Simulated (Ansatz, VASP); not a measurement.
**One calculation of Si2Ni, two programs**

```
Ni Si
1.0
     0.00000    2.70300    2.70300
     2.70300    0.00000    2.70300
     2.70300    2.70300    0.00000
Ni Si
1 2
Cartesian
  0.0000 0.0000 0.0000
  4.0545 4.0545 4.0545
  1.3515 1.3515 1.3515
```

Alike in both runs: task single point; functional RPBE; k mesh 9 × 9 × 9; occupations gaussian, width 0.02 eV; collinear spin, ferromagnetic start.

|  | VASP | Ansatz |
| --- | --- | --- |
| version | VASP 6.6.1 | Ansatz 0.2.0 |
| potentials or method | VASP PAW PBE potentials, release 64 (Ni_GW, Si_GW) | Ansatz PAW |
| plane-wave cutoff (eV) | 550 | 420 |
| valence electrons in the cell | 18 | 26 |

|  | VASP | Ansatz | Ansatz less VASP |
| --- | --- | --- | --- |
| gap on the k mesh at the Fermi level (eV) | none | none | - |
| pressure (GPa) | 6.2 | 6.8 | +0.51 |
| net moment per atom (μB) | 0.00 | 0.00 | 0.000 |

A gap of «none» marks a metal or a gap that the smearing closes. The two sets of potentials don't hold the same shells in valence.

Caveats: the PAW data sets were made with another functional, which shifts forces and pressure a little (VASP); the PAW data sets come from PBE, with cores solved anew for the run's functional, which leaves a small shift of forces and pressure (Ansatz); the starting moments weren't kept (Ansatz).
